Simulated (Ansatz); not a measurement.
# Cs on Cu(111): change of the work function, part 4 of 5

Wanted: Δφ(θ) for Cs/Cu(111), starting from the hcp site.

Ansatz 0.2.0; plane-wave DFT, PBE, Ansatz PAW.

So far, work function, upper face (eV): step 2 (the clean slab) 4.82; step 3 (37 atoms, coverage 0.111 ML, cell 3x3) 1.48; step 4 (17 atoms, coverage 0.25 ML, cell 2x2) 1.94.

### 6. The slab at 0.25 ML, atoms frozen

This step: plane-wave DFT, PBE, Ansatz PAW (Ansatz 0.2.0).

To see where the charge goes, the covered slab, the bare substrate and the adsorbate layer are each run at the same frozen positions and on the same grid.

File input.yaml:

```yaml
crystal:
  lattice:
    - [5.1053109602, 0.0, 0.0]
    - [2.5526554801, 4.4213289858, 0.0]
    - [0.0, 0.0, 27.9254784184]
  atoms:
    - { symbol: Cu, position: [0.0, 0.0, 0.3222863317] }
    - { symbol: Cu, position: [0.1666666667, 0.1666666667, 0.3969219186] }
    - { symbol: Cu, position: [0.3333333333, 0.3333333333, 0.4713977012] }
    - { symbol: Cu, position: [0.0, 0.0, 0.5484249907] }
    - { symbol: Cu, position: [0.0, 0.5, 0.3222863317] }
    - { symbol: Cu, position: [0.1666666667, 0.6666666667, 0.3969219186] }
    - { symbol: Cu, position: [0.332220474, 0.833889763, 0.4715211829] }
    - { symbol: Cu, position: [-0.0018344699, 0.500917235, 0.5460116146] }
    - { symbol: Cu, position: [0.5, 0.0, 0.3222863317] }
    - { symbol: Cu, position: [0.6666666667, 0.1666666667, 0.3969219186] }
    - { symbol: Cu, position: [0.833889763, 0.332220474, 0.4715211829] }
    - { symbol: Cu, position: [0.500917235, -0.0018344699, 0.5460116146] }
    - { symbol: Cu, position: [0.5, 0.5, 0.3222863317] }
    - { symbol: Cu, position: [0.6666666667, 0.6666666667, 0.3969219186] }
    - { symbol: Cu, position: [0.833889763, 0.833889763, 0.4715211829] }
    - { symbol: Cu, position: [0.500917235, 0.500917235, 0.5460116146] }
    - { symbol: Cs, position: [0.3333333333, 0.3333333333, 0.6563966371] }
kpoints:
  mp_grid: { grid: [7, 7, 1] }
hamiltonian:
  xc: pbe
scf:
  occupations: { method: fermi_dirac, width: 0.1 }
  convergence: { dr2_threshold: 1.0e-08 }
efield:
  axis: 3
  dipole_correction: true
  ramp_position: 0.97
  ramp_width: 0.06
output:
  write_potential: true
  write_density: true
  volumetric_format: npy
```

Launch:

```sh
$ ansatz run input.yaml --threads 4 --pin off --max-ram 12288MiB --backend cpu --events-out ev --progress --plain --runs-dir out
```

Numbers of over 12 decimals in the logs are rounded to 6 here.

Output:

```text
[...]
Crystal: 17 atoms, lattice volume = 630.341 Å³
Basis set: ecut = 420 eV, 12375 PW (Γ)
Bands: 188, of which v1, the nominal top of the filled ones, is band 157 counted from 1 (156 counted from 0)
Symmetry: 6 space group operations
[...]
k-points: 8 of 49 (time reversal used)
[...]
SCF iter   1: F=—  HF=-111670.879950 eV  |F-HF|=—  |Δ(HF+E_count)|=         —  Δρ=2.81e-3  dr2=9.97e-1  ethr=1.77e-3  p=0.357 e·Å  D=1.03e-1 V/Å  ΔV_dip=-2.86 eV  dr2_dipole=4.76e-1  V_vac-E_F(+/−)=1.94/4.80 eV  ⟨swp⟩=7.1  Hψ=6209  notcnv=0  defer=94
[...]
SCF iter  15: F=-111670.866846 eV  HF=-111670.866846 eV  |F-HF|=9.75e-10  |Δ(HF+E_count)|=   1.10e-8  Δρ=8.59e-7  dr2=3.87e-9  ethr=3.19e-12  p=0.359 e·Å  D=1.03e-1 V/Å  ΔV_dip=-2.87 eV  dr2_dipole=1.12e-11  V_vac-E_F(+/−)=1.94/4.81 eV  ⟨swp⟩=15.6  Hψ=6179  notcnv=0
SCF 1 converged in 15 iterations: F = -111670.866846 eV  dr2 = 3.87e-9
[...]
SCF converged after 15 iterations
Free energy (F): -111670.866846 eV
[...]
Internal energy: -111670.692231 eV  (E = F + TS)
E sigma→0 (E₀):  -111670.779539 eV
Entropy (-TS):   -0.174615 eV (-10.271 meV/atom)
Fermi energy:    3.607696 eV
Dipole field:    D = 0.102914 V/Å  (p = 0.358501 e·Å, saw-weighted, corrected)
Work function:   Φ+ = 1.9395 eV   Φ− = 4.8135 eV
[...]
--- Band table (eV; the first three rows and the last of 8) ---
  k-point 0: bands = [... 153 lower, 3.3069, 3.3399, 3.3399, 3.6796, 4.2586, 4.3200, 4.3200, 4.7411, ... 27 higher]
  k-point 1: bands = [... 153 lower, 3.1625, 3.3060, 3.3947, 3.4074, 3.8862, 4.0850, 4.1027, 4.3707, ... 27 higher]
  k-point 2: bands = [... 153 lower, 3.0198, 3.3528, 3.4577, 3.4646, 3.9085, 4.0063, 4.0240, 4.5293, ... 27 higher]
  k-point 7: bands = [... 153 lower, 2.1473, 2.5075, 3.0558, 3.0802, 4.1482, 4.8342, 4.9015, 5.1082, ... 27 higher]
```

Elapsed: 71 s, on 4 threads of Arm Neoverse V1, shared host; peak memory 2.7 GiB; 4.5 min of CPU time.

Numbers from this step:

| Item | Value |
| --- | --- |
| work function, upper face | 1.940 eV |
| dipole along the normal | 0.3585 e·Å |
| step between the vacuum levels | -2.874 eV |

The work function of the upper face is 1.94 eV.

### 7. The substrate of the 0.25 ML cell alone

System of this step: Cs/Cu(111), substrate alone, atoms held. The cell holds 16 atoms: 16 Cu. Cell: a = 5.105 Å, b = 5.105 Å, c = 27.925 Å, α = 90.0°, β = 90.0°, γ = 60.0°. Vacuum lies along c.

The second part, atoms unmoved.

input.yaml: that of step 6 with these lines changed.

```diff
@@ -22,3 +22,2 @@
     - { symbol: Cu, position: [0.500917235, 0.500917235, 0.5460116146] }
-    - { symbol: Cs, position: [0.3333333333, 0.3333333333, 0.6563966371] }
 kpoints:
```

Output:

```text
[...]
Crystal: 16 atoms, lattice volume = 630.341 Å³
Basis set: ecut = 420 eV, 12375 PW (Γ)
Bands: 183, of which v1, the nominal top of the filled ones, is band 152 counted from 1 (151 counted from 0)
Symmetry: 6 space group operations
[...]
k-points: 8 of 49 (time reversal used)
[...]
SCF iter   1: F=—  HF=-105999.129965 eV  |F-HF|=—  |Δ(HF+E_count)|=         —  Δρ=1.29e-3  dr2=2.65e-2  ethr=1.77e-3  p=-0.001 e·Å  D=-3.09e-4 V/Å  ΔV_dip=0.01 eV  dr2_dipole=7.77e-7  V_vac-E_F(+/−)=4.78/4.77 eV  ⟨swp⟩=7.1  Hψ=6167  notcnv=0  defer=90
[...]
SCF iter  10: F=-105999.155961 eV  HF=-105999.155961 eV  |F-HF|=4.69e-9  |Δ(HF+E_count)|=   1.06e-7  Δρ=9.32e-7  dr2=3.50e-9  ethr=3.29e-12  p=-0.001 e·Å  D=-2.03e-4 V/Å  ΔV_dip=0.01 eV  dr2_dipole=4.49e-12  V_vac-E_F(+/−)=4.81/4.80 eV  ⟨swp⟩=14.8  Hψ=7667  notcnv=0
SCF 1 converged in 10 iterations: F = -105999.155961 eV  dr2 = 3.50e-9
[...]
SCF converged after 10 iterations
Free energy (F): -105999.155961 eV
[...]
Internal energy: -105998.988506 eV  (E = F + TS)
E sigma→0 (E₀):  -105999.072233 eV
Entropy (-TS):   -0.167455 eV (-10.466 meV/atom)
Fermi energy:    1.687724 eV
Dipole field:    D = -0.000202 V/Å  (p = -0.000702 e·Å, saw-weighted, corrected)
Work function:   Φ+ = 4.8085 eV   Φ− = 4.8029 eV
[...]
--- Band table (eV; the first three rows and the last of 8) ---
  k-point 0: bands = [... 148 lower, 1.4677, 1.5046, 1.5046, 1.5085, 2.4977, 2.5001, 2.5001, 3.0670, ... 27 higher]
  k-point 1: bands = [... 148 lower, 0.8505, 1.3301, 1.5531, 1.5563, 1.8981, 2.2751, 2.2791, 2.6485, ... 27 higher]
  k-point 2: bands = [... 148 lower, 0.2722, 1.4425, 1.5954, 1.5986, 1.6356, 2.2072, 2.2131, 2.7954, ... 27 higher]
  k-point 7: bands = [... 148 lower, 0.3004, 0.3060, 0.7166, 1.3040, 1.3128, 2.5640, 3.4583, 3.4633, ... 27 higher]
```

It took 55 s on 4 threads; peak memory 2.6 GiB.

Numbers from this step:

```
energy at zero smearing   : -105999.0722 eV
work function, upper face : 4.809 eV
dipole along the normal   : -7.02e-4 e·Å
```

The work function of the upper face is 4.81 eV.

### 8. The adsorbate layer of the 0.25 ML cell alone

System of this step: Cs/Cu(111), adsorbate layer alone, atoms held. The cell holds 1 atom: 1 Cs. Cell: a = 5.105 Å, b = 5.105 Å, c = 27.925 Å, α = 90.0°, β = 90.0°, γ = 60.0°. Vacuum lies along c.

The third part; a free layer of atoms may carry a moment, so spin is on.

input.yaml, the sections that differ from step 7:

```yaml
crystal:
  lattice:
    - [5.1053109602, 0.0, 0.0]
    - [2.5526554801, 4.4213289858, 0.0]
    - [0.0, 0.0, 27.9254784184]
  atoms:
    - { symbol: Cs, position: [0.3333333333, 0.3333333333, 0.6563966371], spin: 1.0 }
magnetization:
  spin_polarized: true
# kpoints, hamiltonian, scf, efield, output: as in step 7
```

Output:

```text
[...]
Crystal: 1 atoms, lattice volume = 630.341 Å³
Basis set: ecut = 420 eV, 12375 PW (Γ)
Bands: 9, of which v1, the nominal top of the filled ones, is band 5 counted from 1 (4 counted from 0)
Symmetry: 12 space group operations
k-points: 8 of 49
[...]
Starting moments: Σ|m| = 1 μB on 1 of 1 site
[...]
SCF iter   1: F=—  HF=-5670.438422 eV  |F-HF|=—  |Δ(HF+E_count)|=         —  Δρ=5.26e-3 (↑5.26e-3 ↓4.52e-3)  dr2=5.27e-2  dr2_m=1.37e-1  M=0.125 μB ∫|m|=0.127 μB  β_m=0.30  ethr=4.56e-4  p=0.000 e·Å  D=6.22e-9 V/Å  ΔV_dip=-0.00 eV  dr2_dipole=2.63e-11  V_vac-E_F(+/−)=2.39/2.39 eV  ⟨swp⟩=1.1  Hψ=1718  notcnv=0
[...]
eigensolver tolerance schedule calibrated: the retry pair's looser diagonalisation under-reported the residual by θ = 0.22 (0.27/decade); ethr = c·dr2/N_el runs at the constant in force after the calibration composes with the one it found (an armed cap, an earlier calibration), c = 1.4e-2
[...]
spin=Collinear: LDOS preconditioning applied to the charge; magnetization (m = ρ↑ − ρ↓) channel mixes plain (no charge-response kernel on spin).
SCF iter   2: F=—  HF=-5670.500444 eV  |F-HF|=—  |Δ(HF+E_count)|=   6.20e-2  Δρ=3.69e-3 (↑3.69e-3 ↓3.28e-3)  dr2=3.26e-2  dr2_m=6.91e-2  M=0.107 μB ∫|m|=0.108 μB  β_m=0.30  ethr=8.31e-5  p=0.000 e·Å  D=6.05e-7 V/Å  ΔV_dip=-0.00 eV  dr2_dipole=2.88e-11  V_vac-E_F(+/−)=2.36/2.36 eV  ⟨swp⟩=2.2  Hψ=215  notcnv=0  κ⁻¹=1.0e0(r=1)
[...]
SCF iter   8: F=—  HF=-5670.565182 eV  |F-HF|=—  |Δ(HF+E_count)|=   1.13e-3  Δρ=4.52e-4 (↑4.48e-4 ↓4.52e-4)  dr2=9.25e-7  dr2_m=1.17e-3  M=0.047 μB ∫|m|=0.047 μB  β_m=0.45  ethr=1.69e-8  p=0.000 e·Å  D=3.59e-6 V/Å  ΔV_dip=-0.00 eV  dr2_dipole=5.12e-13  V_vac-E_F(+/−)=2.09/2.09 eV  ⟨swp⟩=2.9  Hψ=272  notcnv=0
[...]
spin-set hold released at iteration 8 (site moments contracting): the magnetisation degrees of freedom join the quasi-Newton model from the next iteration; the mixer history was flushed
SCF iter   9: F=—  HF=-5670.566004 eV  |F-HF|=—  |Δ(HF+E_count)|=   8.22e-4  Δρ=2.62e-4 (↑2.59e-4 ↓2.62e-4)  dr2=4.43e-7  dr2_m=3.92e-4  M=0.039 μB ∫|m|=0.040 μB  β_m=0.52  ethr=1.46e-9  p=0.000 e·Å  D=3.56e-6 V/Å  ΔV_dip=-0.00 eV  dr2_dipole=1.01e-15  V_vac-E_F(+/−)=2.09/2.09 eV  ⟨swp⟩=3.4  Hψ=334  notcnv=0
density mixer auto → msr1: a metal under ldos (density of states about μ 1.11 of a free-electron gas's, 10 screened modes)
SCF iter  10: F=—  HF=-5670.566517 eV  |F-HF|=—  |Δ(HF+E_count)|=   5.13e-4  Δρ=2.46e-5 (↑2.42e-5 ↓2.46e-5)  dr2=4.24e-8  dr2_m=3.44e-6  M=0.024 μB ∫|m|=0.024 μB  β_m=0.76  ethr=6.98e-10  p=0.000 e·Å  D=3.59e-6 V/Å  ΔV_dip=-0.00 eV  dr2_dipole=1.02e-13  V_vac-E_F(+/−)=2.09/2.09 eV  ⟨swp⟩=4.8  Hψ=394  notcnv=0
[...]
SCF iter  15: F=-5670.566628 eV  HF=-5670.566628 eV  |F-HF|=4.55e-12  |Δ(HF+E_count)|=  6.44e-10  Δρ=1.73e-8 (↑1.73e-8 ↓1.62e-8)  dr2=2.06e-11  dr2_m=4.39e-14  M=-0.000 μB ∫|m|=0.000 μB  ethr=1.00e-12  p=0.000 e·Å  D=3.68e-6 V/Å  ΔV_dip=-0.00 eV  dr2_dipole=1.61e-13  V_vac-E_F(+/−)=2.09/2.09 eV  ⟨swp⟩=3.1  Hψ=370  notcnv=0
SCF 1 converged in 15 iterations: F = -5670.566628 eV  dr2 = 2.06e-11
[...]
WARN: the starting moments were not kept: the SCF closed with an absolute magnetisation of 1.0e-6 μB, where they sum to 1 μB in size (1 site). That is at most 0.1 of that sum. Measured as dr2_m measures the in/out step, that magnetisation stands 4.5e-14 eV from none, at or under the dr2_threshold of 1.0e-8 eV: it is no larger than a step whose dr2_m would equal this threshold. The system may hold no moment; this SCF  [...]
[...]
SCF converged after 15 iterations
Magnetization: -0.0000 μB (4.5000 up, 4.5000 down)
Absolute magnetization: 0.0000 μB (∫|ρ↑−ρ↓|, with the PAW one-centre terms)
[...]
Per-site moments (μB) at R_I (Å): [(-3.9132120084127593e-7, 2.105941)]
Free energy (F): -5670.566628 eV
[...]
Internal energy: -5670.520224 eV  (E = F + TS)
E sigma→0 (E₀):  -5670.543426 eV
Entropy (-TS):   -0.046404 eV (-46.404 meV/atom)
Fermi energy:    -1.231228 eV
Dipole field:    D = 0.000004 V/Å  (p = 0.000014 e·Å, saw-weighted, corrected)
Work function:   Φ+ = 2.0878 eV   Φ− = 2.0879 eV
[...]
--- Band table (eV; the first three rows and the last of 16) ---
[...]
```

It took 6.9 s on 4 threads; peak memory 0.77 GiB; 26 s of CPU time.

This step gave:

- energy at zero smearing: -5670.5434 eV
- work function, upper face: 2.088 eV
- dipole along the normal: 1.39e-5 e·Å

At this spacing and smearing the free layer keeps no moment.

### 9. Density difference at 0.25 ML

This step: plane-wave DFT, PBE, Ansatz PAW; density difference on adsorption (Ansatz 0.2.0).

The densities of the parts are taken from that of the whole and averaged over planes; the first moment of what is left gives the step in the potential.

Numbers from this step:

* largest charge moved: 0.01004 e/Å²
* potential step from the moved charge: -2.879 eV

Planar mean, whole system less its parts. The electron density difference by z:

| z (Å) | electron density difference (e/Å³) |
| --- | --- |
| 4 | 2.9e-7 |
| 5 | 2.6e-6 |
| 6 | 1.9e-5 |
| 7 | 1.0e-4 |
| 8 | 6.1e-5 |
| 9 | -5.1e-4 |
| 10 | 1.4e-4 |
| 11 | 1.2e-4 |
| 12 | -1.1e-4 |
| 13 | -1.0e-4 |
| 14 | 8.7e-4 |
| 15 | -0.00195 |
| 16 | 0.00913 |
| 17 | 0.00416 |
| 18 | -0.00565 |
| 19 | -0.00230 |
| 20 | -0.00107 |
| 21 | -3.1e-4 |
| 22 | 1.4e-4 |
| 23 | 1.0e-4 |
| 24 | 4.1e-5 |
| 25 | 1.3e-5 |
| 26 | 3.5e-6 |
| 27 | 7.5e-7 |

Planar mean, whole system less its parts. Table of electrons moved below z by z:

z (Å), electrons moved below z (e/Å²) and a bar from the least value:
```
        4     0.0000 ###
        5     0.0000 ###
        6     0.0000 ###
        7     0.0001 ###
        8     0.0002 ####
        9     0.0000 ###
       10    -0.0001 ###
       11     0.0000 ###
       12     0.0000 ###
       13    -0.0002 ###
       14     0.0004 ####
       15    -0.0011 
       16    -0.0002 ###
       17     0.0099 ##############################
       18     0.0056 ##################
       19     0.0014 #######
       20     0.0005 ####
       21    -0.0003 ##
       22    -0.0002 ##
       23    -0.0001 ###
       24     0.0000 ###
       25     0.0000 ###
       26     0.0000 ###
       27     0.0000 ###
```

### 10. Varying the input

This step: plane-wave DFT, PBE, Ansatz PAW (Ansatz 0.2.0).

System of this step: Cs/Cu(111). The cell holds 17 atoms: 16 Cu and 1 Cs. Cell: a = 5.105 Å, b = 5.105 Å, c = 27.925 Å, α = 90.0°, β = 90.0°, γ = 60.0°. Vacuum lies along c.

An input spoilt on purpose, to show how the run answers: it repeats the earlier run at 0.25 ML with efield.ramp_width from 0.06 to 0.9, and scf.max_iter set to 75; its output block differs too.

File input.yaml:

```yaml
crystal:
  lattice:
    - [5.1053109602, 1.0e-10, 0.0]
    - [2.5526554801, 4.4213289858, 0.0]
    - [0.0, 0.0, 27.9254784184]
  atoms:
    - { symbol: Cu, position: [0.0, 0.0, 0.3222863317] }
    - { symbol: Cu, position: [0.1666666667, 0.1666666667, 0.3969219186] }
    - { symbol: Cu, position: [0.3333333333, 0.3333333333, 0.4719478001] }
    - { symbol: Cu, position: [0.0, 0.0, 0.5465572177] }
    - { symbol: Cu, position: [0.0, 0.5, 0.3222863317] }
    - { symbol: Cu, position: [0.1666666667, 0.6666666667, 0.3969219186] }
    - { symbol: Cu, position: [0.3333333333, 0.8333333333, 0.4719478001] }
    - { symbol: Cu, position: [0.0, 0.5, 0.5465572177] }
    - { symbol: Cu, position: [0.5, 0.0, 0.3222863317] }
    - { symbol: Cu, position: [0.6666666667, 0.1666666667, 0.3969219186] }
    - { symbol: Cu, position: [0.8333333333, 0.3333333333, 0.4719478001] }
    - { symbol: Cu, position: [0.5, 0.0, 0.5465572177] }
    - { symbol: Cu, position: [0.5, 0.5, 0.3222863317] }
    - { symbol: Cu, position: [0.6666666667, 0.6666666667, 0.3969219186] }
    - { symbol: Cu, position: [0.8333333333, 0.8333333333, 0.4719478001] }
    - { symbol: Cu, position: [0.5, 0.5, 0.5465572177] }
    - { symbol: Cs, position: [0.3333333333, 0.3333333333, 0.6777136683] }
kpoints:
  mp_grid: { grid: [7, 7, 1] }
hamiltonian:
  xc: pbe
scf:
  occupations: { method: fermi_dirac, width: 0.1 }
  convergence: { dr2_threshold: 1.0e-08 }
  max_iter: 75
efield:
  axis: 3
  dipole_correction: true
  ramp_position: 0.97
  ramp_width: 0.9
relax:
  f_tol: 0.02
  max_steps: 60
  constraints: [{ sites: [0, 1, 4, 5, 8, 9, 12, 13] }]
output:
  bader: true
  dos: { projected: true, e_range: [-8, 4] }
  write_potential: true
  write_density: true
  volumetric_format: npy
```

Output:

```text
The last accepted step is kept in <dir> (removed where the run ends without a failure and the disk answers)
Engine: ansatz 0.2.0, aarch64-unknown-linux-gnu
Pseudopotentials: kind: paw
Pseudopotential: Cu, paw, valence charge 19, recommended cutoff 420 eV (normal), Cu.paw.azcp
Pseudopotential: Cs, paw, valence charge 9, recommended cutoff 420 eV (normal), Cs.paw.azcp
Functional definition: PBE
  parameter kappa = 0.804
  parameter beta = 0.066725
  exchange = pbe_x(kappa = kappa, mu = beta*pi^2/3)
  correlation = pbe_c(beta = beta)
Crystal: 17 atoms, lattice volume = 630.341 Å³
Basis set: ecut = 420 eV, 12375 PW (Γ), exchange–correlation on 72×72×384 points (8 copies of the dense FFT grid, shifted against one another)
Bands: 188, of which v1, the nominal top of the filled ones, is band 157 counted from 1 (156 counted from 0)
Symmetry: 6 space group operations
Space group: P3m1 (ITA 156), of the structure as read, at distance tolerance 8.6e-5 Å
k-points: 8 of 49 (time reversal used)
Non-local potential: Cu, projectors of the file, l = 0: 3, l = 1: 2, l = 2: 3, l = 3: 1
Non-local potential: Cs, projectors of the file, l = 0: 3, l = 1: 2, l = 2: 2, l = 3: 2
PAW form: soft (Blöchl's): semilocal exchange-correlation on the pseudo side does not see the compensation charge
PAW one-centre angular grid: Cu, 590 points (default); XC on 64 Gauss nodes
PAW one-centre angular grid: Cs, 194 points (default); XC on 64 Gauss nodes
Initial density: superposition of atomic densities (neutral atoms: chi_scale 0, normalization atom), corrected by the library's trained network
Initial wavefunctions: pseudopotential atomic-orbital guess
Functional: x = pbe(κ = 0.804, μ = 0.219515), c = pbe(β = 0.066725)
Error: efield: ion 0 (Cu) at fractional coordinate 0.3223 along the field axis lies inside the sawtooth ramp with 2 of the planes that the density is read on at each end, [0.9596, 0.8804] — the ramp must sit in vacuum (an ion there feels the fictitious reversed slope); set or move the ramp (efield.ramp_position / ramp_width) or move the geometry
```

Run time: 0.37 s. Hardware: 4 threads; peak memory 0.78 GiB.

The input was rejected at the start.

The program's message: “Error: efield: ion 0 (Cu) at fractional coordinate 0.3223 along the field axis lies inside the sawtooth ramp with 2 of the planes that the density is read on at each end, [0.9596, 0.8804] — the ramp m …”

The fault put into the input: a ramp so wide that it reaches the atoms.

(Continued in part 5 of 5.)

[Logs are printed without paths, hosts, clocks, repeated set-up lines and the standing remarks that a program may print on its own settings, such as how far it seeks lower states.]

[Hosts, paths, dates, database ids (printed as entryN), source tags and the programs' standing remarks are cut or masked in the printed files.]

[Maps of the electrostatic potential energy from Ansatz leave out the sawtooth potential of an applied field or a dipole correction, so their vacuum need not be flat; planar profiles and work functions include it.]
